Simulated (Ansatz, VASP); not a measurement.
## Cross-check of SiC (Moissanite 3C) between VASP and Ansatz

Aim: how closely do two programs agree when they are given the same cell, functional and k mesh? The cell is taken from a series of VASP runs on this material, whose earlier steps may have relaxed, scaled or displaced it; both programs get it as it stands.

Program: Ansatz 0.2.0. Level of theory: plane waves, with VASP 6.6.1 beside it; relaxation of cell and atoms at LDA. Results are calculated unless marked as measured.

## (1) The starting structure

The structure is cubic, space group F-43m (No. 216). The conventional cell has a = 4.332 Å, b = 4.332 Å, c = 4.332 Å, α = 90.00°, β = 90.00°, γ = 90.00°. Nearest to Si lie 4 C at 1.88 Å. Nearest to C lie 4 Si at 1.88 Å. Farther neighbours are not listed.

## (2) VASP: relaxation of cell and atoms, LDA

The relaxed volume is the usual yardstick between codes: its relative difference is about their pressure difference at one cell divided by the bulk modulus.

Lines of VASP's logs that name or quote its potential files are left out, and so is its time.

INCAR

```
SYSTEM = SiC
PREC = Accurate
ENCUT = 520
EDIFF = 1E-07
NELM = 100
ISMEAR = 0
SIGMA = 0.03
LREAL = .FALSE.
ALGO = Normal
GGA = CA
NBANDS = 10
LORBIT = 11
LWAVE = .FALSE.
LCHARG = .FALSE.
KPAR = 8
IBRION = 2
NSW = 50
ISIF = 3
EDIFFG = -0.002
```

POSCAR

```
SiC
1.0
    0.0000000000      2.1657828511      2.1657828511
    2.1657828511      0.0000000000      2.1657828511
    2.1657828511      2.1657828511      0.0000000000
Si C
1 1
Direct
    0.0000000000      0.0000000000      0.0000000000
    0.7500000000      0.7500000000      0.7500000000
```

KPOINTS

```
Automatic mesh
0
Gamma
12 12 12
0 0 0
```

PAW data sets: Si and C (LDA family, release 64).

Command:

```
> mpirun -np 8 vasp_std
```

Numbers of over 12 decimals in the logs are rounded to 6 here.

The log of the run:

```text
[banner, memory and clock lines left out]
running    8 mpi-ranks, on    1 nodes
 distrk:  each k-point on    1 cores,    8 groups
 distr:  one band on    1 cores,    1 groups

 POSCAR found type information on POSCAR SiC
 POSCAR found :  2 types and       2 ions
|                                                                             |
|           W    W    AA    RRRRR   N    N  II  N    N   GGGG   !!!           |
|           W    W   A  A   R    R  NN   N  II  NN   N  G    G  !!!           |
|           W    W  A    A  R    R  N N  N  II  N N  N  G       !!!           |
|           W WW W  AAAAAA  RRRRR   N  N N  II  N  N N  G  GGG   !            |
|           WW  WW  A    A  R   R   N   NN  II  N   NN  G    G                |
|           W    W  A    A  R    R  N    N  II  N    N   GGGG   !!!           |
|                                                                             |
|     For optimal performance we recommend to set                             |
|       NCORE = 2 up to number-of-cores-per-socket                            |
|     NCORE specifies how many cores store one orbital (NPAR=cpu/NCORE).      |
|     This setting can greatly improve the performance of VASP for DFT.       |
|     The default, NCORE=1 might be grossly inefficient on modern             |
|     multi-core architectures or massively parallel machines. Do your        |
|     Unfortunately you need to use the default for GW and RPA                |
|     calculations (for HF NCORE is supported but not extensively tested      |
|     yet).                                                                   |
|                                                                             |

 LDA part: xc-table for (Slater(with rela. corr.)+CA(PZ))
 , standard interpolation
 POSCAR, INCAR and KPOINTS ok, starting setup
 FFT: planning ... GRIDC
 FFT: planning ... GRID_SOFT
 FFT: planning ... GRID
 WAVECAR not read
 entering main loop
       N       E                     dE             d eps       ncg     rms          rms(c)
DAV:   1     0.173706501262E+01    0.17371E+01   -0.40431E+03  1512   0.670E+02
DAV:   2    -0.181214277825E+02   -0.19858E+02   -0.18837E+02  1866   0.113E+02
DAV:   3    -0.187306778055E+02   -0.60925E+00   -0.60825E+00  1724   0.169E+01
DAV:   4    -0.187332650772E+02   -0.25873E-02   -0.25871E-02  1656   0.137E+00
DAV:   5    -0.187332766237E+02   -0.11546E-04   -0.11546E-04  1682   0.857E-02    0.926E+00
DAV:   6    -0.167384196939E+02    0.19949E+01   -0.75478E+00  1502   0.132E+01    0.409E+00
DAV:   7    -0.166635620843E+02    0.74858E-01   -0.39126E-01  1686   0.391E+00    0.182E+00
DAV:   8    -0.166430547560E+02    0.20507E-01   -0.27122E-02  1528   0.107E+00    0.177E-01
DAV:   9    -0.166426922429E+02    0.36251E-03   -0.18048E-03  1764   0.248E-01    0.951E-02
DAV:  10    -0.166427062309E+02   -0.13988E-04   -0.11182E-04  1526   0.706E-02    0.318E-02
DAV:  11    -0.166427065492E+02   -0.31836E-06   -0.31186E-06  1716   0.120E-02    0.132E-02
DAV:  12    -0.166427063232E+02    0.22603E-06   -0.67675E-07  1494   0.426E-03    0.598E-04
DAV:  13    -0.166427063268E+02   -0.36458E-08   -0.27641E-08   764   0.114E-03
   1 F= -.16642706E+02 E0= -.16642706E+02  d E =-.166427E+02
 curvature:   0.00 expect dE= 0.000E+00 dE for cont linesearch  0.000E+00
 trial: gam= 0.00000 g(F)=  0.162E-47 g(S)=  0.299E-07 ort = 0.000E+00 (trialstep = 0.100E+01)
 search vector abs. value=  0.300E-07
 reached required accuracy - stopping structural energy minimisation
```

Parts of OUTCAR (step 2):

```text
ion  position               nearest neighbor table
   1  0.000  0.000  0.000-   2 1.88   2 1.88   2 1.88   2 1.88
   2  0.750  0.750  0.750-   1 1.88   1 1.88   1 1.88   1 1.88

  LATTYP: Found a face centered cubic cell.
 ALAT       =     4.3315657022

 Subroutine GETGRP returns: Found 24 space group operations
 (whereof 24 operations were pure point group operations)

The static configuration has the point symmetry T_d .

 Found     72 irreducible k-points:

   k-points           NKPTS =     72   k-points in BZ     NKDIM =     72   number of bands    NBANDS=     10

   dimension x,y,z NGX =    24 NGY =   24 NGZ =   24
   dimension x,y,z NGXF=    48 NGYF=   48 NGZF=   48

   ENCUT  =  520.0 eV  38.22 Ry    6.18 a.u.   5.69  5.69  5.69*2*pi/ulx,y,z

   NELECT =       8.0000    total number of electrons

 k-points in reciprocal lattice and weights: Automatic mesh
   0.00000000  0.00000000  0.00000000       0.001
   0.08333333  0.00000000  0.00000000       0.005
   0.16666667  0.00000000  0.00000000       0.005
   0.25000000  0.00000000  0.00000000       0.005
   0.33333333  0.00000000  0.00000000       0.005
   0.41666667  0.00000000  0.00000000       0.005
   0.50000000  0.00000000  0.00000000       0.002
   0.08333333  0.08333333  0.00000000       0.003
   0.16666667  0.08333333  0.00000000       0.014
[...]
-0.33333333  0.50000000  0.16666667       0.007
  -0.25000000  0.50000000  0.25000000       0.003

 average (electrostatic) potential at core
       1 -81.6773       2 -48.7688

 E-fermi :   8.4105

 k-point     1 :       0.0000    0.0000    0.0000
  band No.  band energies     occupation
      1      -7.1884      2.00000
      2       8.2706      2.00000
      3       8.2706      2.00000
      4       8.2706      2.00000
      5      14.7779      0.00000
      6      15.5890      0.00000
      7      15.5890      0.00000
      8      15.5890      0.00000
      9      22.8364      0.00000
    ...

 k-point     2 :       0.0833    0.0000    0.0000
  band No.  band energies     occupation
      1      -7.0502      2.00000
      2       7.5507      2.00000
      3       8.1748      2.00000
      4       8.1748      2.00000
      5      14.9571      0.00000
      6      15.7661      0.00000
      7      15.7661      0.00000
      8      15.7823      0.00000
      9      22.0669      0.00000
    ...

 k-point     3 :       0.1667    0.0000    0.0000
  band No.  band energies     occupation
      1      -6.6393      2.00000
      2       5.9059      2.00000
      3       7.9380      2.00000
      4       7.9380      2.00000
      5      14.7406      0.00000
      6      16.1080      0.00000
      7      16.1080      0.00000
      8      16.7223      0.00000
      9      21.2609      0.00000
    ...

  Total       -0.0006427     -0.0006427     -0.0006427      0.0000000     -0.0000000      0.0000000
  in kB       -0.0506786     -0.0506786     -0.0506786      0.0000000     -0.0000000      0.0000000
  external PRESSURE =      -0.0506786 kB  Pullay stress =       0.0000000 kB

  energy-cutoff  :      520.00
  volume of cell :       20.32
      direct lattice vectors                 reciprocal lattice vectors
     0.000000000  2.165782851  2.165782851    -0.230863403  0.230863403  0.230863403
     2.165782851  0.000000000  2.165782851     0.230863403 -0.230863403  0.230863403
     2.165782851  2.165782851  0.000000000     0.230863403  0.230863403 -0.230863403

 POSITION                                       TOTAL-FORCE (eV/Angst)
 -----------------------------------------------------------------------------------
      0.00000      0.00000      0.00000         0.000000      0.000000      0.000000
      3.24867      3.24867      3.24867        -0.000000     -0.000000     -0.000000
 -----------------------------------------------------------------------------------
    total drift:                               -0.000000     -0.000000     -0.000000

  FREE ENERGIE OF THE ION-ELECTRON SYSTEM (eV)
  ---------------------------------------------------
  free  energy   TOTEN  =       -16.6427063268 eV

  energy  without entropy=      -16.6427063268  energy(sigma->0) =      -16.64270633

 reached required accuracy - stopping structural energy minimisation

 total charge
# of ion       s       p       d       tot
------------------------------------------
    1        0.715   0.996   0.000   1.711
    2        0.830   1.727   0.000   2.557
--------------------------------------------------
tot          1.545   2.724   0.000   4.268

[... 3 further parts left out ...]
```

CONTCAR:

```
SiC
   1.00000000000000
     0.0000000000000000    2.1657828510999999    2.1657828510999999
     2.1657828510999999    0.0000000000000000    2.1657828510999999
     2.1657828510999999    2.1657828510999999    0.0000000000000000
  Si              C
     1     1
Direct
     0.0000000000000000    0.0000000000000000    0.0000000000000000
     0.7500000000000000    0.7500000000000000    0.7500000000000000
```

## (3) Ansatz: relaxation of cell and atoms, LDA

Ansatz runs on its default PAW (the set named soft_2) files.

The same cell, functional (in two slightly different forms), mesh and smearing now go to Ansatz, which takes its cutoff from its data sets.

input.yaml

```yaml
crystal:
  lattice:
    - [0.0, 2.1657828511, 2.1657828511]
    - [2.1657828511, 0.0, 2.1657828511]
    - [2.1657828511, 2.1657828511, 0.0]
  atoms:
    - { symbol: Si, position: [0.0, 0.0, 0.0] }
    - { symbol: C, position: [0.75, 0.75, 0.75] }
hamiltonian:
  xc: lda
  pseudopotentials: { kind: paw }
kpoints:
  mp_grid: { grid: [12, 12, 12] }
scf:
  occupations: { method: gaussian, width: 0.03 }
relax:
  f_tol: 0.01
  max_steps: 60
  cell: { stress_tol: 0.05 }
output:
  forces: true
  stress: true
```

Command:

```
> ansatz run input.yaml --threads 4 --pin off --max-ram 9216MiB --backend cpu --events-out ev --progress --plain --runs-dir out
```

The log of the run:

```text
Engine: ansatz 0.2.0, aarch64-unknown-linux-gnu
Pseudopotentials: kind: paw
Pseudopotential: Si, paw, valence charge 4, recommended cutoff 420 eV (normal), Si.paw.azcp
Pseudopotential: C, paw, valence charge 4, recommended cutoff 420 eV (normal), C.paw.azcp
Functional definition: SPW92
  exchange = slater_x
  correlation = pw_c
Crystal: 2 atoms, lattice volume = 20.318 Å³
Basis set: ecut = 420 eV, 411 PW (Γ)
Bands: 8, of which v1, the nominal top of the filled ones, is band 4 counted from 1 (3 counted from 0)
Symmetry: 24 space group operations
Space group: F-43m (ITA 216), of the structure as read, at distance tolerance 2.7e-5 Å
k-points: 72 of 1728 (time reversal used)
Non-local potential: Si, projectors of the file, l = 0: 2, l = 1: 2, l = 2: 2
Non-local potential: C, projectors of the file, l = 0: 2, l = 1: 2, l = 2: 1
PAW form: soft (Blöchl's): semilocal exchange-correlation on the pseudo side does not see the compensation charge
PAW frozen core: Si, regenerated for the run's functional, and the local potential with it (the file was generated under x = pbe(κ = 0.804, μ = 0.219515), c = pbe(β = 0.066725))
PAW frozen core: C, regenerated for the run's functional, and the local potential with it (the file was generated under x = pbe(κ = 0.804, μ = 0.219515), c = pbe(β = 0.066725))
PAW one-centre angular grid: Si, 110 points (default); XC on 64 Gauss nodes
PAW one-centre angular grid: C, 110 points (default); XC on 64 Gauss nodes
Initial density: superposition of atomic densities (neutral atoms: chi_scale 0, normalization atom), corrected by the library's trained network
Initial wavefunctions: pseudopotential atomic-orbital guess
Functional: x = slater, c = lda
SCF iter   1: F=—  HF=-852.204249 eV  |F-HF|=—  |Δ(HF+E_count)|=         —  Δρ=7.57e-3  dr2=1.17e-2  ethr=1.77e-3  ⟨swp⟩=6.0  Hψ=4775  notcnv=0
preconditioner: auto → none  [insulator: Δε(μ)=1.230 eV  Ē_g=14.052 eV  σ=0.030 eV  W_gap=1.00  n_scr=0 (ndim 8)  ℏωp=23.3 eV  f_vac=0.000  D(μ)=0.00/eV (n_scr^D=0)  ε∞_Penn≈3.7]
SCF iter   2: F=—  HF=-852.201068 eV  |F-HF|=—  |Δ(HF+E_count)|=   3.18e-3  Δρ=3.48e-3  dr2=1.16e-3  ethr=1.46e-4  ⟨swp⟩=2.3  Hψ=1490  notcnv=0
SCF iter   3: F=—  HF=-852.200760 eV  |F-HF|=—  |Δ(HF+E_count)|=   3.08e-4  Δρ=1.46e-3  dr2=1.70e-4  ethr=1.45e-5  ⟨swp⟩=2.4  Hψ=928  notcnv=0
SCF iter   4: F=—  HF=-852.200720 eV  |F-HF|=—  |Δ(HF+E_count)|=   4.02e-5  Δρ=2.90e-4  dr2=7.19e-6  ethr=2.12e-6  ⟨swp⟩=1.0  Hψ=576  notcnv=0
SCF iter   5: F=—  HF=-852.200718 eV  |F-HF|=—  |Δ(HF+E_count)|=   2.42e-6  Δρ=2.10e-5  dr2=3.93e-8  ethr=8.99e-8  ⟨swp⟩=1.4  Hψ=674  notcnv=0
SCF iter   6: F=-852.200718 eV  HF=-852.200718 eV  |F-HF|=4.66e-11  |Δ(HF+E_count)|=   8.33e-9  Δρ=1.46e-6  dr2=1.54e-10  ethr=4.92e-10  ⟨swp⟩=2.5  Hψ=1966  notcnv=0
SCF 1 converged in 6 iterations: F = -852.200718 eV  dr2 = 1.54e-10
  greatest PAW one-centre occupation: 0.639 electrons in one spin orbital (limit 2), on the C atom at site 1 (counted from 0), in its partial waves of l = 0
relax step   1: F+E_penalty+E_count = -852.20071770 eV  Δ(F+E_penalty+E_count) = +0.000e0 eV  max|allowed force component| = 4.071e-16 eV/Å  Δτ_max = 0.0000 Å  P = -0.410 GPa  Ω = 20.318 Å³  (6 SCF iters, dr2 threshold 1.00e-7 eV, accepted)
[...]
relax step   2: F+E_penalty+E_count = -852.20079999 eV  Δ(F+E_penalty+E_count) = -8.229e-5 eV  max|allowed force component| = 1.110e-16 eV/Å  Δτ_max = 0.0000 Å  P = -0.195 GPa  Ω = 20.299 Å³  energy of the carried Pulay correction = +4.674e-5 eV  (3 SCF iters, dr2 threshold 2.00e-7 eV, accepted)
[...]
relax step   3: F+E_penalty+E_count = -852.20085247 eV  Δ(F+E_penalty+E_count) = -5.248e-5 eV  max|allowed force component| = 1.388e-16 eV/Å  Δτ_max = 0.0000 Å  P = +0.001 GPa  Ω = 20.282 Å³  energy of the carried Pulay correction = +8.904e-5 eV  (3 SCF iters, dr2 threshold 9.48e-8 eV, accepted)
[...]
relax step   4: F+E_penalty+E_count = -852.20073338 eV  Δ(F+E_penalty+E_count) = +1.191e-4 eV  max|allowed force component| = 1.249e-16 eV/Å  Δτ_max = 0.0000 Å  P = -0.005 GPa  Ω = 20.282 Å³  stress off target by 4.88e-3 GPa  SCF on the basis re-selected at this cell (its energy is not comparable with the rows above)  (5 SCF iters)
basis re-selected at this cell: Δ(F+E_penalty+E_count) = +1.191e-4 eV, ΔP = -0.006 GPa vs the last step (what re-selecting the basis moved, of the pressure what is left beyond the Pulay correction that the steps carried, after the strain that the cell walked since its last selection, with what the two solves' SCF thresholds leave and, on support functions, any second-order correction that the steps lacked; it is no m [...]
SCF converged after 5 iterations
Free energy (F): -852.200733 eV
Harris-Foulkes:  -852.200733 eV  (|F-HF|=3.41e-12)
Internal energy: -852.200733 eV  (E = F + TS)
E sigma→0 (E₀):  -852.200733 eV
Fermi energy:    10.146979 eV
--- Per-component energies (eV) ---
  E_band       = 28.651166
  E_kinetic    = 136.794442
  E_local      = -105.056714  (includes V_loc(G=0)·N_el)
  E_nonlocal   = 54.184799
  E_hartree    = 31.578353
  E_xc         = -105.072957
  E_vxc        = -109.833883  (∫ρ·V_xc dr)
  E_paw        = -578.084856  (= ΣΔE_a)
  E_vpaw       = -10.594181  (= ΣTr[D̂ρ^β])
  E_aug_tail   = 0.000016  (compensation charges beyond the density's cutoff)
  E_ewald      = -286.690979
  E_core_change = 0.147163  (= ΣΔE_core)
  E_smearing   = -0.000000  (= −TS)
  E_closure    = 0.000000  (closes the sum)
  Σ components = -852.200733   (vs F -852.200733, Δ=0.00e0)
--- Forces (eV/Å), atoms counted from 1 ---
  atom   1  Si    -0.00000000     0.00000000     0.00000000
  atom   2  C      0.00000000    -0.00000000    -0.00000000
  max |Σ_I F_I| component: 7.40e-17 eV/Å
--- Stress (GPa, compression-positive) ---
       -0.004882      -0.000000       0.000000
        0.000000      -0.004882       0.000000
        0.000000       0.000000      -0.004882
  P = ⅓ Tr σ = -0.0049 GPa (-0.049 kbar)
--- Relaxed structure (3 steps of the walk, 3 accepted, 1 SCFs on fresh bases) ---
  F+E_penalty+E_count = -852.20073338 eV   max|allowed force component| = 1.249e-16 eV/Å   (the final SCF, on the basis selected at the relaxed cell)
  cell:  # Å, volume = 20.2817 Å³
    - [0, 2.164504, 2.164504]
    - [2.164504, 0, 2.164504]
    - [2.164504, 2.164504, 0]
  atoms:
    - { symbol: Si, position: [0, 0, 0] }
    - { symbol: C, position: [0.750000, 0.750000, 0.750000] }
```

The job ended after 2.6 s (4 threads of Arm Neoverse N1, shared host; peak memory 0.29 GiB; 8.2 s of CPU time).

## (4) Differences

Known differences besides the potentials themselves: the two LDA forms differ slightly; both relaxations stop at a tolerance, which leaves soft axes loose, and VASP keeps its plane-wave basis; the cutoff is 420 eV in Ansatz and 520 eV in VASP; VASP's log shows a relativistic correction to its local exchange, Ansatz's none; Ansatz adds a Pulay correction to the stress that steers its cell, VASP none. Total energies have different zeros and are not compared.

Compared:

| quantity | Ansatz | VASP | difference |
| --- | --- | --- | --- |
| volume (Å³) | 20.28 | 20.32 | -0.18 % |
| edge a after relaxation, in the typed setting (Å) | 3.061 | 3.063 | -0.06 % |

The walks stopped with 0.00 GPa left in Ansatz and -0.01 GPa in VASP; each walk ends within a tolerance, so the volume difference is uncertain by about these residues over the bulk modulus, most in soft cells.

## (5) What came out

```
difference in volume (relaxation of cell and atoms, LDA) : -0.18 %
```

What this shows: The difference in volume is -0.18 % (relaxation of cell and atoms, LDA), within the 1.2 % picked in this series as the mark of a large difference, as far as the stopping tolerances let one tell. Such differences can come from data sets, numerical settings and the points named under the comparisons, not from the functional's error against experiment.

[Lines on the potential files, build, host, timing and source positions are cut from VASP's logs without a mark.]

[Logs are printed without paths, hosts, clocks, repeated set-up lines and the standing remarks that a program may print on its own settings, such as how far it seeks lower states.]

[Hosts, paths, dates, database ids (printed as entryN), source tags and the programs' standing remarks are cut or masked in the printed files.]
